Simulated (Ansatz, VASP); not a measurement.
**MgO in VASP and in Ansatz**

```
CELL_PARAMETERS angstrom
3.53548 0.00000 0.00000
-1.76774 3.06182 0.00000
0.00000 0.00000 4.09698
ATOMIC_POSITIONS crystal
Mg 0.64651 0.29302 0.75000
Mg 0.35349 0.70698 0.25000
O 0.68151 0.36301 0.25000
O 0.31849 0.63699 0.75000
```

Change from the starting cell: mode 5 frozen in at -0.122 Å, strain +e along z and -e/2 along x and y -0.0233.

Alike in both runs: task single point; functional PBEsol; k mesh 9 × 9 × 6; occupations gaussian, width 0.05 eV; no spin polarisation.

```csv
,VASP,Ansatz
version,VASP 6.6.1,Ansatz 0.2.0
potentials or method,"VASP PAW PBE potentials, release 64 (Mg, O)","scalar-relativistic, plane waves, PAW"
plane-wave cutoff (eV),520,520
valence electrons in the cell,16,32
```

Ansatz gave:

| Item | Value |
| --- | --- |
| gap on the k mesh at the Fermi level (eV) | 3.22 |
| least direct gap on the mesh (eV) | 3.22 |
| pressure (GPa) | 0.7 |
| largest component of the traceless stress (GPa) | 5.29 |
| rms of the force components (eV/Å) | 0.468 |

**Question.** Estimate VASP's values.

**Answer.** gap on the k mesh at the Fermi level (eV): 3.21; least direct gap on the mesh (eV): 3.21; pressure (GPa): 0.3; largest component of the traceless stress (GPa): 5.28; rms of the force components (eV/Å): 0.474.

Atom by atom the forces differ by 0.006 eV/Å (rms over components). The two sets of potentials don't hold the same shells in valence. Ansatz warned: «pseudo_functional_mismatch».

Caveats: the PAW data sets were made with another functional, which shifts forces and pressure a little (VASP).
